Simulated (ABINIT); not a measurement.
Here is an ABINIT 10.8.3 (patched build) calculation.

The input run.abi:

```
# Datasets: ground state, then fixed potential
ndtset 2

# Pseudopotentials
pp_dirpath "./"
pseudos "Sb.GGA_PBE-JTH_sp.xml, Ga.GGA_PBE-JTH.xml"

# Structure
acell 3*1.0
rprim
     0.0000000000     5.7806722152     5.7806722152
     5.7806722152     0.0000000000     5.7806722152
     5.7806722152     5.7806722152     0.0000000000
ntypat 2
znucl 51 31
natom 2
typat 1 2
xred
     0.7500000000     0.7500000000     0.7500000000
     0.0000000000     0.0000000000     0.0000000000

# Plane-wave basis
ecut 20.0
pawecutdg 40.0

# Exchange and correlation
ixc 27

# Bands and occupations
occopt 3
tsmear 0.05 eV

# SCF cycle
nstep 100

# Output
iomode 3
prtwf 0
prteig 0
prtebands 0
enunit 2
prtden1 1

# Dataset 1
kptopt1 1
ngkpt1 8 8 8
nshiftk1 1
shiftk1 0.0 0.0 0.0
nband1 13
tolvrs1 1.0e-9

# Dataset 2: bands along G-X-W-K-G-L-U-W-L-K
iscf2 -2
getden2 1
nband2 17
nbdbuf2 2
tolwfr2 1.0e-12
kptopt2 -9
ndivsm2 5
prteig2 1
kptbounds2
     0.0000000000     0.0000000000     0.0000000000
     0.5000000000     0.0000000000     0.5000000000
     0.5000000000     0.2500000000     0.7500000000
     0.3750000000     0.3750000000     0.7500000000
     0.0000000000     0.0000000000     0.0000000000
     0.5000000000     0.5000000000     0.5000000000
     0.6250000000     0.2500000000     0.6250000000
     0.5000000000     0.2500000000     0.7500000000
     0.5000000000     0.5000000000     0.5000000000
     0.3750000000     0.3750000000     0.7500000000
```

Potentials or basis: JTH PAW PBE v2.0 sp.

Launch:

```sh
$ abinit run.abi > log 2>&1
```

Task: Predict the band gap on the k mesh.

Result: 0.16 eV, direct.

Task: What does it give for the band gap along the path?

Result: 0.16 eV, direct.

Task: Predict the pressure.

Result: 3.7 GPa.

Levels at the corners of the path, in eV from the valence-band top:
| point | band 7 | band 8 | band 9 | band 10 | band 11 | band 12 |
| --- | --- | --- | --- | --- | --- | --- |
| Γ | 0.00 | 0.00 | 0.00 | 0.16 | 3.04 | 3.04 |
| X | -6.67 | -2.45 | -2.45 | 1.28 | 1.72 | 8.97 |
| W | -6.55 | -3.15 | -2.93 | 3.86 | 4.76 | 4.78 |
| K | -6.50 | -3.39 | -2.08 | 1.80 | 4.23 | 7.01 |
| Γ | 0.00 | 0.00 | 0.00 | 0.16 | 3.04 | 3.04 |
| L | -6.19 | -1.10 | -1.10 | 0.66 | 4.07 | 4.07 |
| U | -6.50 | -3.39 | -2.08 | 1.80 | 4.23 | 7.01 |
| W | -6.55 | -3.15 | -2.93 | 3.86 | 4.76 | 4.78 |
| L | -6.19 | -1.10 | -1.10 | 0.66 | 4.07 | 4.07 |
| K | -6.50 | -3.39 | -2.08 | 1.80 | 4.23 | 7.01 |

Caveat: the PAW data sets were made with another functional, which shifts forces and pressure a little; spin-orbit coupling is left out, which moves the levels of the heavy elements; this set keeps more shells in the core, which shifts pressures and gaps.

**What was measured.**

From a printed reference work, data compilation, for a bulk crystal of GaSb at 4.2 K: band gap 0.811 eV (direct).

Measured gap of GaSb: 0.811 eV (direct; 4.2 K; a printed reference work, data compilation). This calculation gives 0.16 eV (-0.65 eV). Spin-orbit coupling on Ga, Sb is left out. The value is that of HCTH407, without temperature or zero-point motion.
